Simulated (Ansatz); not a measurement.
# TaN: energy and pressure over a range of volumes

An exercise on one series of results from a longer session: the logs are not shown, and one member is left open.

Program: Ansatz 0.2.0. Level of theory: DFT PBE, scalar-relativistic. These are calculated values, not measurements.

### Starting point

The structure is cubic, space group Fm-3m (No. 225). The conventional cell has a = 4.358 Å, b = 4.358 Å, c = 4.358 Å, α = 90.00°, β = 90.00°, γ = 90.00°. Around Ta (site symmetry m-3m) lie 6 N at 2.18 Å. Around N (site symmetry m-3m) lie 6 Ta at 2.18 Å.

Structure file:

```
CELL_PARAMETERS angstrom
0.00000 2.17900 2.17900
2.17900 0.00000 2.17900
2.17900 2.17900 0.00000
ATOMIC_POSITIONS crystal
Ta 0.50000 0.50000 0.50000
N 0.00000 0.00000 0.00000
```

The geometry is a database entry used as it stands. It may stem from high pressure or temperature, or be incomplete, so it serves as a test cell.

Atoms are numbered in the order of the input: Ta1, N2.

Set-up of the first run:

Contents of input.yaml:

```yaml
crystal:
  lattice:
    - [0.0, 2.1348965245, 2.1348965245]
    - [2.1348965245, 0.0, 2.1348965245]
    - [2.1348965245, 2.1348965245, 0.0]
  atoms:
    - { symbol: Ta, position: [0.5, 0.5, 0.5] }
    - { symbol: "N", position: [0.0, 0.0, 0.0] }
kpoints:
  mp_grid: { grid: [9, 9, 9] }
scf:
  occupations: { method: fermi_dirac, width: 0.02 }
hamiltonian:
  xc: pbe
  pseudopotentials: { kind: all_electron, lapw: { basis_error: 0.0005 } }
output:
  forces: true
  stress: true
  eigenvalues: true
```

Run with:

```console
> ansatz run input.yaml --threads 1 --pin off --max-ram 2048MiB --backend cpu --events-out ev --progress --plain --runs-dir out
```

Among the steps run: Volume × 0.9405, LAPW; Volume × 0.9405, PAW; Volume × 0.9405, crystal datasets; Volume × 0.98, LAPW; Volume × 0.98, PAW; Volume × 1.02, LAPW; Volume × 1.02, PAW; Volume × 1.06, LAPW; Volume × 1.06, PAW; Volume × 1.06, crystal datasets.

One of the session's tables, all rows but one given; the rest of the session is left out.

```
          method  volume (Å³/atom)  pressure (GPa)
            LAPW             9.730           41.71
            LAPW            10.139           22.73
            LAPW            10.346           14.51
            LAPW            10.553               ?
            LAPW            10.967           -5.59
             PAW             9.730           41.90
             PAW            10.139           22.74
             PAW            10.346           14.46
             PAW            10.553            7.01
             PAW            10.967           -5.76
crystal datasets             9.730           41.71
crystal datasets            10.346           14.51
crystal datasets            10.967           -5.58
```

Q: Estimate the row for LAPW, 10.553 from the others.

As computed: pressure (GPa): 7.11. In the column «pressure (GPa)» it lies between PAW, 10.553 (7.01) and PAW, 10.346 (14.46).

Limits of these values: Spin-orbit coupling is left out, though the cell holds Ta; in elements this heavy it can shift bands and gaps by tenths of an eV. Warnings in the runs' records: gradients without spin orbit, crystal datasets made.
